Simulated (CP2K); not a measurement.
# KCl (Sylvite) (Fm-3m) in CP2K: further runs, part 2 of 2

CP2K 2026.2. The steps go on from the part before.

### Step 3. Band structure, PBE

Input file kcl_bands.inp:

```
&GLOBAL
  PROJECT kcl_bands
  RUN_TYPE ENERGY_FORCE
  PRINT_LEVEL LOW
&END GLOBAL
&FORCE_EVAL
  METHOD QS
  STRESS_TENSOR ANALYTICAL
  &DFT
    BASIS_SET_FILE_NAME BASIS_MOLOPT_UZH
    POTENTIAL_FILE_NAME POTENTIAL_UZH
    &MGRID
      CUTOFF 500
      REL_CUTOFF 60
      NGRIDS 4
    &END MGRID
    &QS
      METHOD GPW
      EPS_DEFAULT 1.0E-10
    &END QS
    &KPOINTS
      SCHEME MONKHORST-PACK 7 7 7
      GAMMA_CENTERED T
      SYMMETRY T
      SYMMETRY_BACKEND SPGLIB
    &END KPOINTS
    &SCF
      SCF_GUESS ATOMIC
      EPS_SCF 1.0E-6
      MAX_SCF 100
      ADDED_MOS 10
      CHOLESKY OFF
      EPS_EIGVAL 1.0E-7
      &DIAGONALIZATION ON
        ALGORITHM STANDARD
      &END DIAGONALIZATION
      &MIXING ON
        METHOD BROYDEN_MIXING
        ALPHA 0.4
        BETA 1.5
        NBUFFER 8
      &END MIXING
      &SMEAR ON
        METHOD FERMI_DIRAC
        ELECTRONIC_TEMPERATURE [K] 580.226
      &END SMEAR
    &END SCF
    &XC
      &XC_FUNCTIONAL PBE
      &END XC_FUNCTIONAL
    &END XC
    &PRINT
      &KPOINTS ON
      &END KPOINTS
      &MULLIKEN ON
      &END MULLIKEN
      &MO ON
        ENERGIES T
        OCCUPATION_NUMBERS T
        &EACH
          QS_SCF 0
        &END EACH
        ADD_LAST NUMERIC
      &END MO
      &LOWDIN ON
      &END LOWDIN
      &HIRSHFELD ON
        SHAPE_FUNCTION DENSITY
      &END HIRSHFELD
      &BAND_STRUCTURE
        FILE_NAME bands.bs
        ADDED_MOS 2
        &KPOINT_SET
          UNITS B_VECTOR
          NPOINTS 6
          SPECIAL_POINT GAMMA 0.00000000 0.00000000 0.00000000
          SPECIAL_POINT X 0.50000000 0.00000000 0.50000000
          SPECIAL_POINT W 0.50000000 0.25000000 0.75000000
          SPECIAL_POINT K 0.37500000 0.37500000 0.75000000
          SPECIAL_POINT GAMMA 0.00000000 0.00000000 0.00000000
          SPECIAL_POINT L 0.50000000 0.50000000 0.50000000
          SPECIAL_POINT U 0.62500000 0.25000000 0.62500000
          SPECIAL_POINT W 0.50000000 0.25000000 0.75000000
          SPECIAL_POINT L 0.50000000 0.50000000 0.50000000
          SPECIAL_POINT K 0.37500000 0.37500000 0.75000000
        &END KPOINT_SET
        &KPOINT_SET
          UNITS B_VECTOR
          NPOINTS 6
          SPECIAL_POINT U 0.62500000 0.25000000 0.62500000
          SPECIAL_POINT X 0.50000000 0.00000000 0.50000000
        &END KPOINT_SET
      &END BAND_STRUCTURE
    &END PRINT
  &END DFT
  &SUBSYS
    &CELL
      A 4.4497805476 0.0000000000 0.0000000000
      B 2.2248902738 3.8536229955 0.0000000000
      C 2.2248902738 1.2845409985 3.6332306030
      PERIODIC XYZ
    &END CELL
    &COORD
      SCALED
      K   0.0000000000 0.0000000000 0.0000000000
      Cl  0.5000000000 0.5000000000 0.5000000000
    &END COORD
    &KIND K
      BASIS_SET TZV2P-MOLOPT-PBE-GTH-q9
      POTENTIAL GTH-PBE-q9
    &END KIND
    &KIND Cl
      BASIS_SET TZV2P-MOLOPT-PBE-GTH-q7
      POTENTIAL GTH-PBE-q7
    &END KIND
    &PRINT
      &ATOMIC_COORDINATES ON
      &END ATOMIC_COORDINATES
      &CELL ON
      &END CELL
    &END PRINT
  &END SUBSYS
  &PRINT
    &FORCES ON
    &END FORCES
    &STRESS_TENSOR ON
    &END STRESS_TENSOR
  &END PRINT
&END FORCE_EVAL
```

Potentials or basis: POTENTIAL_UZH K GTH-PBE-q9, Cl GTH-PBE-q7; TZV2P-MOLOPT-PBE-GTH basis.

Command:

```
$ OMP_NUM_THREADS=1 cp2k.psmp -i kcl_bands.inp -o kcl_bands.out
```

kcl_bands.out:

```text

 CP2K| version string:                                       CP2K version 2026.2
 CP2K| Input file name                                             kcl_bands.inp

 GLOBAL| Force Environment number                                              1
 GLOBAL| Basis set file name                                    BASIS_MOLOPT_UZH
 GLOBAL| Potential file name                                       POTENTIAL_UZH
 GLOBAL| MM Potential file name                                     MM_POTENTIAL
 GLOBAL| Coordinate file name                                      __STD_INPUT__
 GLOBAL| Method name                                                        CP2K
 GLOBAL| Project name                                                  kcl_bands
 GLOBAL| Run type                                                   ENERGY_FORCE
 GLOBAL| FFT library                                                       FFTW3
[... 6 lines left out ...]
 GLOBAL| Total number of message passing processes                             1
 GLOBAL| Number of threads for this process                                    1
 GLOBAL| CPU model name            Intel(R) Xeon(R) Platinum 8375C CPU @ 2.90GHz

[... 544 lines left out ...]
 KPOINTS| Number of k-points in set    2                                       7
 KPOINTS| In units of b-vector [2pi/Bohr]
 KPOINTS| Special point     1           U     0.625000     0.250000     0.625000
 KPOINTS| Special point     2           X     0.500000     0.000000     0.500000

 ENERGY| Total FORCE_EVAL ( QS ) energy [hartree]            -43.380811051820515

 FORCES| Atomic forces [hartree/bohr]
 FORCES|   Atom     x               y               z               |f|
 FORCES|      1 -2.93917187E-14 -1.41493044E-14  1.78063645E-14   3.71637264E-14
 FORCES|      2  2.49058254E-15 -2.21514922E-15  9.57867197E-15   1.01420335E-14
 FORCES| Sum    -2.69011361E-14 -1.63644536E-14  2.73850365E-14
 FORCES| Total atomic force                                       4.17301652E-14

 STRESS| Analytical stress tensor [bar]
 STRESS|                        x                   y                   z
 STRESS|      x        7.36214080923E+03   2.31542196633E-03   4.99303395013E-03
 STRESS|      y        2.31542196633E-03   7.36217047043E+03   8.45451678267E-02
 STRESS|      z        4.99303395013E-03   8.45451678267E-02   7.36211500841E+03
 STRESS| 1/3 Trace                                             7.36214209602E+03
 STRESS| Determinant                                           3.99036466721E+11

 STRESS| Eigenvectors and eigenvalues of the analytical stress tensor [bar]
 STRESS|                        1                   2                   3
 STRESS| Eigenvalues   7.36205367961E+03   7.36214063880E+03   7.36223196966E+03
 STRESS|      x          -0.030849362533      0.998136306282      0.052651979200
 STRESS|      y          -0.585704248370     -0.060737546790      0.808245930303
 STRESS|      z           0.809937559490     -0.005904616183      0.586486389642
```

bands.bs:

```text
# Set 1: 10 special points, 55 k-points, 20 bands
#  Special point 1          0.00000000     0.00000000     0.00000000  GAMMA
#  Special point 2          0.50000000     0.00000000     0.50000000  X
#  Special point 3          0.50000000     0.25000000     0.75000000  W
#  Special point 4          0.37500000     0.37500000     0.75000000  K
#  Special point 5          0.00000000     0.00000000     0.00000000  GAMMA
[... 1218 lines left out ...]
#  Point 1      Spin 1:     0.62500000     0.25000000     0.62500000       0.14285714
#   Band    Energy [eV]     Occupation
       1   -27.26758042     2.00000000
       2   -12.21615171     2.00000000
       3   -10.86900223     2.00000000
       4   -10.79068741     2.00000000
       5   -10.69769549     2.00000000
       6    -0.65305528     2.00000000
[... 131 lines left out ...]
       6    -0.74865957     2.00000000
[... 12 lines left out ...]
      19    17.62542868     0.00000000
      20    17.62551568     0.00000000
```

It took 54 s on 1 thread of Intel Xeon Platinum 8375C at 2.90GHz (Ice Lake), shared host; peak memory 0.43 GiB.

Results:

* Free energy: -1180.4519 eV
* Pressure: 0.7 GPa
* Band gap on the k mesh: 5.16 eV, direct
* Band gap along the path: 5.16 eV, direct
* Mulliken charges: K +0.80; Cl -0.80 e
* Hirshfeld charges: K +0.27; Cl -0.27 e

Levels at the corners of the path, in eV from the valence-band top:
```tsv
point	band 5	band 6	band 7	band 8	band 9	band 10	band 11	band 12
Γ	-10.67	0.00	0.00	0.00	5.16	8.42	8.42	8.42
X	-10.72	-0.67	-0.23	-0.23	6.53	8.36	10.08	10.29
W	-10.58	-0.49	-0.48	-0.48	8.08	8.08	9.52	9.92
K	-10.61	-0.57	-0.55	-0.29	7.30	9.13	9.34	10.17
Γ	-10.67	0.00	0.00	0.00	5.16	8.42	8.42	8.42
L	-10.43	-1.06	-0.33	-0.33	7.65	8.61	10.60	10.60
U	-10.61	-0.57	-0.55	-0.29	7.30	9.13	9.34	10.17
W	-10.58	-0.49	-0.48	-0.48	8.08	8.08	9.52	9.92
L	-10.43	-1.06	-0.33	-0.33	7.65	8.61	10.60	10.60
K	-10.61	-0.57	-0.55	-0.29	7.30	9.13	9.34	10.17
U	-10.61	-0.57	-0.55	-0.29	7.30	9.13	9.34	10.17
X	-10.72	-0.67	-0.23	-0.23	6.53	8.36	10.08	10.29
```

Caveat: Mulliken charges move with the basis; the basis of atomic orbitals isn't converged, which shifts pressures, moduli and gaps.

### Step 4. Band structure, PBE

Changes to kcl_bands.inp since step 3:

```diff
@@ -9,3 +9,3 @@
   &DFT
-    BASIS_SET_FILE_NAME BASIS_MOLOPT_UZH
+    BASIS_SET_FILE_NAME BASIS_pob
     POTENTIAL_FILE_NAME POTENTIAL_UZH
@@ -17,3 +17,3 @@
     &QS
-      METHOD GPW
+      METHOD GAPW
       EPS_DEFAULT 1.0E-10
@@ -38,3 +38,3 @@
         METHOD BROYDEN_MIXING
-        ALPHA 0.4
+        ALPHA 0.2
         BETA 1.5
@@ -108,8 +108,12 @@
     &KIND K
-      BASIS_SET TZV2P-MOLOPT-PBE-GTH-q9
-      POTENTIAL GTH-PBE-q9
+      BASIS_SET pob-DZVP-rev2
+      POTENTIAL ALL
+      LEBEDEV_GRID 110
+      RADIAL_GRID 80
     &END KIND
     &KIND Cl
-      BASIS_SET TZV2P-MOLOPT-PBE-GTH-q7
-      POTENTIAL GTH-PBE-q7
+      BASIS_SET pob-DZVP-rev2
+      POTENTIAL ALL
+      LEBEDEV_GRID 110
+      RADIAL_GRID 80
     &END KIND
```

Potentials or basis: all electrons (GAPW); pob-DZVP-rev2 basis.

Command:

```
$ OMP_NUM_THREADS=1 cp2k.psmp -i kcl_bands.inp -o kcl_bands.out
```

It took 25 s on 1 thread of Intel Xeon Platinum 8375C at 2.90GHz (Ice Lake), shared host; peak memory 0.35 GiB.

The run converged. Its results:

| Quantity | Value |
| --- | --- |
| Free energy | -28833.9469 eV |
| Pressure | -2.2 GPa |
| Band gap on the k mesh | 6.02 eV, direct |
| Band gap along the path | 6.02 eV, direct |
| Mulliken charges | K +0.65; Cl -0.65 e |
| Hirshfeld charges | K +0.80; Cl -0.80 e |

Levels at the corners of the path, in eV from the valence-band top:
| point | band 15 | band 16 | band 17 | band 18 | band 19 | band 20 | band 21 | band 22 |
| --- | --- | --- | --- | --- | --- | --- | --- | --- |
| Γ | -11.11 | 0.00 | 0.00 | 0.00 | 6.02 | 17.04 | 17.04 | 17.46 |
| X | -11.16 | -0.57 | -0.20 | -0.20 | 9.22 | 13.56 | 15.37 | 16.51 |
| W | -10.93 | -0.44 | -0.38 | -0.38 | 10.32 | 13.26 | 14.51 | 14.51 |
| K | -10.96 | -0.47 | -0.46 | -0.25 | 10.12 | 13.23 | 13.99 | 15.39 |
| Γ | -11.11 | 0.00 | 0.00 | 0.00 | 6.02 | 17.04 | 17.04 | 17.46 |
| L | -10.70 | -0.89 | -0.26 | -0.26 | 10.70 | 11.29 | 14.80 | 14.80 |
| U | -10.96 | -0.47 | -0.46 | -0.25 | 10.12 | 13.23 | 13.99 | 15.39 |
| W | -10.93 | -0.44 | -0.38 | -0.38 | 10.32 | 13.26 | 14.51 | 14.51 |
| L | -10.70 | -0.89 | -0.26 | -0.26 | 10.70 | 11.29 | 14.80 | 14.80 |
| K | -10.96 | -0.47 | -0.46 | -0.25 | 10.12 | 13.23 | 13.99 | 15.39 |
| U | -10.96 | -0.47 | -0.46 | -0.25 | 10.12 | 13.23 | 13.99 | 15.39 |
| X | -11.16 | -0.57 | -0.20 | -0.20 | 9.22 | 13.56 | 15.37 | 16.51 |

Caveat: Mulliken charges move with the basis; the basis of atomic orbitals isn't converged, which shifts pressures, moduli and gaps.

### Step 5. Band structure, PBE

Changes to kcl_bands.inp since step 4:

```diff
@@ -108,3 +108,3 @@
     &KIND K
-      BASIS_SET pob-DZVP-rev2
+      BASIS_SET pob-TZVP-rev2
       POTENTIAL ALL
@@ -114,3 +114,3 @@
     &KIND Cl
-      BASIS_SET pob-DZVP-rev2
+      BASIS_SET pob-TZVP-rev2
       POTENTIAL ALL
```

Potentials or basis: all electrons (GAPW); pob-TZVP-rev2 basis.

Command:

```
$ OMP_NUM_THREADS=1 cp2k.psmp -i kcl_bands.inp -o kcl_bands.out
```

It took 48 s on 1 thread of Intel Xeon Platinum 8375C at 2.90GHz (Ice Lake), shared host; peak memory 0.36 GiB.

It converged, with:

* Free energy: -28840.3758 eV
* Pressure: 0.7 GPa
* Band gap on the k mesh: 5.95 eV, direct
* Band gap along the path: 5.95 eV, direct
* Mulliken charges: K +0.65; Cl -0.65 e
* Hirshfeld charges: K +0.79; Cl -0.79 e

Levels at the corners of the path, in eV from the valence-band top:
```tsv
point	band 15	band 16	band 17	band 18	band 19	band 20	band 21	band 22
Γ	-10.79	0.00	0.00	0.00	5.95	10.50	10.50	10.50
X	-10.84	-0.63	-0.21	-0.21	9.03	9.13	11.02	13.17
W	-10.67	-0.45	-0.44	-0.44	10.10	10.10	10.17	11.49
K	-10.70	-0.53	-0.51	-0.26	9.39	10.01	10.64	12.29
Γ	-10.79	0.00	0.00	0.00	5.95	10.50	10.50	10.50
L	-10.48	-0.99	-0.28	-0.28	8.31	10.80	12.61	12.61
U	-10.70	-0.53	-0.51	-0.26	9.39	10.01	10.64	12.29
W	-10.67	-0.45	-0.44	-0.44	10.10	10.10	10.17	11.49
L	-10.48	-0.99	-0.28	-0.28	8.31	10.80	12.61	12.61
K	-10.70	-0.53	-0.51	-0.26	9.39	10.01	10.64	12.29
U	-10.70	-0.53	-0.51	-0.26	9.39	10.01	10.64	12.29
X	-10.84	-0.63	-0.21	-0.21	9.03	9.13	11.02	13.17
```

Caveat: Mulliken charges move with the basis; the basis of atomic orbitals isn't converged, which shifts pressures, moduli and gaps.

### Step 6. Overview

| potentials or basis | quickstep method | MIXING ALPHA | gap on the mesh (eV) | pressure (GPa) |
| --- | --- | --- | --- | --- |
| POTENTIAL_UZH K GTH-PBE-q9, Cl GTH-PBE-q7; TZVP-MOLOPT-PBE-GTH basis | GPW | 0.4 | 5.16 | 0.8 |
| POTENTIAL_UZH K GTH-PBE-q9, Cl GTH-PBE-q7; TZV2P-MOLOPT-PBE-GTH basis | GPW | 0.4 | 5.16 | 0.7 |
| all electrons (GAPW); pob-DZVP-rev2 basis | GAPW | 0.2 | 6.02 | -2.2 |
| all electrons (GAPW); pob-TZVP-rev2 basis | GAPW | 0.2 | 5.95 | 0.7 |

Alike in all rows: task band structure; level PBE; no spin polarisation; cell as given; k mesh 7 × 7 × 7; smearing fermi-dirac 0.05 eV.

Caveats: the basis of atomic orbitals isn't converged, which shifts pressures, moduli and gaps.

Total energies depend on the potentials used, so only differences within one code and one set of settings carry meaning.

### Step 7. Comparison with measurements

Step 2. Against the measured gap of KCl, 8.68 eV (a printed reference work, monograph), the calculated 5.16 eV is off by -3.52 eV. The value is that of PBE in an atomic basis (POTENTIAL_UZH K GTH-PBE-q9, Cl GTH-PBE-q7; TZVP-MOLOPT-PBE-GTH basis), whose error adds to the functional's,, without temperature or zero-point motion. Semilocal functionals fall short of measured gaps as a rule.

Step 3. A measured gap of KCl is 8.68 eV (a printed reference work, monograph); the calculated 5.16 eV misses it by -3.52 eV. The value is that of PBE in an atomic basis (POTENTIAL_UZH K GTH-PBE-q9, Cl GTH-PBE-q7; TZV2P-MOLOPT-PBE-GTH basis), whose error adds to the functional's,, without temperature or zero-point motion. Semilocal functionals fall short of measured gaps as a rule.

Step 4. Against the measured gap of KCl, 8.68 eV (a printed reference work, monograph), the calculated 6.02 eV is off by -2.66 eV. The value is that of PBE in an atomic basis (all electrons (GAPW); pob-DZVP-rev2 basis), whose error adds to the functional's,, without temperature or zero-point motion. Semilocal functionals fall short of measured gaps as a rule.

Step 5. Against the measured gap of KCl, 8.68 eV (a printed reference work, monograph), the calculated 5.95 eV is off by -2.73 eV. The value is that of PBE in an atomic basis (all electrons (GAPW); pob-TZVP-rev2 basis), whose error adds to the functional's,, without temperature or zero-point motion. Semilocal functionals fall short of measured gaps as a rule.
